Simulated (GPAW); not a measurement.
Crystal: Cu.

```
Cu
1.0
     0.00000    1.80750    1.80750
     1.80750    0.00000    1.80750
     1.80750    1.80750    0.00000
Cu
1
Direct
  0.00000 0.00000 0.00000
```

```yaml
Program: GPAW 26.7.0
Task: relaxation of cell and atoms
Functional: BLYP
Dispersion: D4
Potentials_or_basis: PAW data sets generated in the run's folder for this functional
Cutoff: 600 eV
Basis: pw
k_mesh: 13 × 13 × 13
Occupations: fermi-dirac, width 0.05 eV
Spin: no spin polarisation
```

At the start: pressure -4.5 GPa; volume 11.81 Å³/atom.

Q: Where does the relaxation end?

A: Over 3 steps the energy falls by 4.5 meV/atom and the volume is 11.45 Å³/atom (-3.1 %); space group Fm-3m (No. 225, to 0.05 Å).

Step by step:
```tsv
step	energy change (eV)	largest force (eV/Å)	pressure (GPa)	volume (Å³)
1	0.0000	0.0000	-4.52	11.81
2	-0.0034	0.0000	-2.48	11.64
3	-0.0045	0.0000	0.13	11.45
```

Final structure:
```
Cu
1.0
     0.00000    1.78881    1.78881
     1.78881    0.00000    1.78881
     1.78881    1.78881    0.00000
Cu
1
Direct
  0.00000 0.00000 0.00000
```

Caveat: with this Cu data set, volumes or pressures lay over 1.5 % or 2 GPa off other programs in two to four cells of ten; later steps reuse the first step's grids; pairwise dispersion overbinds metals, which lowers pressure and volume.
